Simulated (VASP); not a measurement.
Write the native input for VASP 6.6.1 that does the following.

```yaml
Task: relaxation of cell and atoms
Functional: PBE
Dispersion: D3(BJ)
Potentials_or_basis: VASP PAW PBE potentials, release 64 (Pb_d, S)
Cutoff: 600 eV
k_mesh: 10 × 10 × 10
Occupations: gaussian, width 0.02 eV
Spin: no spin polarisation
Further_INCAR_settings: ALGO = Fast; EDIFF = 1e-07; IBRION = 2; EDIFFG = -0.005; NSW = 90; ISIF = 3
```

The structure of PbS lies in POSCAR:

```
PbS
1.0
    0.0000000000      2.9880867000      2.9880867000
    2.9880867000      0.0000000000      2.9880867000
    2.9880867000      2.9880867000      0.0000000000
Pb S
1 1
Direct
    0.5000000000      0.5000000000      0.5000000000
    0.0000000000      0.0000000000      0.0000000000
```

The cell is a database's computed one.

These files were run (other wordings do the same):

INCAR

```
SYSTEM = PbS
  PREC = Accurate
  ENCUT = 600
  EDIFF = 1E-7
  ISMEAR = 0
  SIGMA = 0.02
  LREAL = .False.
  LASPH = .True.
  NELM = 60
  ALGO = Fast
  ISIF = 3
  LWAVE = .False.
  LCHARG = .False.
  GGA = PE
  IVDW = 12
  IBRION = 2
  NSW = 90
  EDIFFG = -0.005
```

KPOINTS

```
Automatic mesh
0
Gamma
  10 10 10
  0 0 0
```

Potentials or basis: VASP PAW PBE potentials, release 64 (Pb_d, S).

Run with:

```sh
$ cat potpaw_PBE.64/Pb_d/POTCAR potpaw_PBE.64/S/POTCAR > POTCAR
$ mpirun -np 1 vasp_std > vasp.out
```

It gave:

```
Relaxed volume                         : 26.11 Å³/atom
Relaxed cell                           : a = 4.196 Å, b = 4.196 Å, c = 4.196 Å, α = 60.00°, β = 60.00°, γ = 60.00°
Space group after relaxing (to 0.05 Å) : Fm-3m (No. 225)
Energy gained by relaxing              : 2.1 meV/atom
Ionic steps                            : 3
Pressure after relaxing                : 0.0 GPa
Band gap on the k mesh                 : 0.37 eV, direct
Dispersion energy per atom             : -0.347 eV
```

Caveat: spin-orbit coupling is left out, which as a rule narrows the gap of such compounds by several tenths of an eV.

Wall time 85 s on 1 thread of Intel(R) Xeon(R) Platinum 8488C (Sapphire Rapids) (shared host), peak memory 0.25 GiB.
